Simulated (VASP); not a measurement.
Wanted: the native input for a VASP 6.6.1 run.

```
Task                   : relaxation of cell and atoms
Functional             : r2SCAN
Potentials or basis    : VASP PAW PBE potentials, release 64 (Ga_d, N)
Cutoff                 : 600 eV
k mesh                 : 9 × 9 × 9
Occupations            : gaussian, width 0.02 eV
Spin                   : no spin polarisation
Further INCAR settings : ALGO = Normal; EDIFF = 1e-06; IBRION = 2; EDIFFG = -0.005; NSW = 40; ISIF = 3
```

The structure of GaN lies in POSCAR:

```
GaN
1.0
    0.0000000000      2.2535006100      2.2535006100
    2.2535006100      0.0000000000      2.2535006100
    2.2535006100      2.2535006100      0.0000000000
Ga N
1 1
Direct
    0.0000000000      0.0000000000      0.0000000000
    0.7500000000      0.7500000000      0.7500000000
```

The cell is a database's computed one.

One way to write it, as run:

INCAR

```
ALGO = Normal
EDIFF = 1E-6
EDIFFG = -0.005
ENCUT = 600
IBRION = 2
ISIF = 3
ISMEAR = 0
LASPH = T
LCHARG = F
LMIXTAU = T
LREAL = F
LWAVE = F
METAGGA = R2SCAN
NELM = 60
NSW = 40
PREC = Accurate
SIGMA = 0.02
```

KPOINTS

```
k-points
0
Gamma
  9 9 9
```

Potentials or basis: VASP PAW PBE potentials, release 64 (Ga_d, N).

Run with:

```sh
$ cat potpaw_PBE.64/Ga_d/POTCAR potpaw_PBE.64/N/POTCAR > POTCAR
$ mpirun -np 1 vasp_std > vasp.out
```

It gave:

```
Pressure after relaxing : 0.0 GPa
Band gap on the k mesh  : 2.12 eV, direct
```

Caveat: the relaxation stopped at its first step, so nothing moved; the PAW data sets were made with another functional, which shifts forces and pressure a little.

It took 73 s on 1 thread of Intel(R) Xeon(R) Platinum 8375C CPU @ 2.90GHz (Ice Lake), with other jobs on the host, peak memory 0.17 GiB.
